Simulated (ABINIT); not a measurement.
Crystal: HfB2.

```
CELL_PARAMETERS angstrom
3.14000 0.00000 0.00000
-1.57000 2.71932 0.00000
0.00000 0.00000 3.48000
ATOMIC_POSITIONS crystal
Hf 0.00000 0.00000 0.00000
B 0.66667 0.33333 0.50000
B 0.33333 0.66667 0.50000
```

Program: ABINIT 10.8.3 (patched build). Alike in all runs: task band structure; cell as given; k mesh 10 × 10 × 8; smearing fermi-dirac 0.05 eV.

**Question.** Order these runs on this cell by their pressure, lowest first.
A. level HCTH407; potentials or basis JTH PAW PBE v2.0; spin SOC, no magnetisation; cutoff (eV) 517; fine-grid cutoff 1034.03 eV
B. level LDA-PZ; potentials or basis JTH PAW LDA v2.0; spin off; cutoff (eV) 463; fine-grid cutoff 925.187 eV
C. level PBE; potentials or basis PseudoDojo NC SR PBE v0.4.1 standard; spin off; cutoff (eV) 1034
D. level RPBE; potentials or basis JTH PAW PBE v2.0; spin SOC, no magnetisation; cutoff (eV) 517; fine-grid cutoff 1034.03 eV
E. level SOGGA; potentials or basis JTH PAW PBE v2.0; spin off; cutoff (eV) 517; fine-grid cutoff 1034.03 eV

**Answer.** B (-10.2 GPa), A (-8.3 GPa), E (-5.3 GPa), C (1.7 GPa), D (5.3 GPa).

Caveats: the PAW data sets were made with another functional, which shifts forces and pressure a little (some runs).
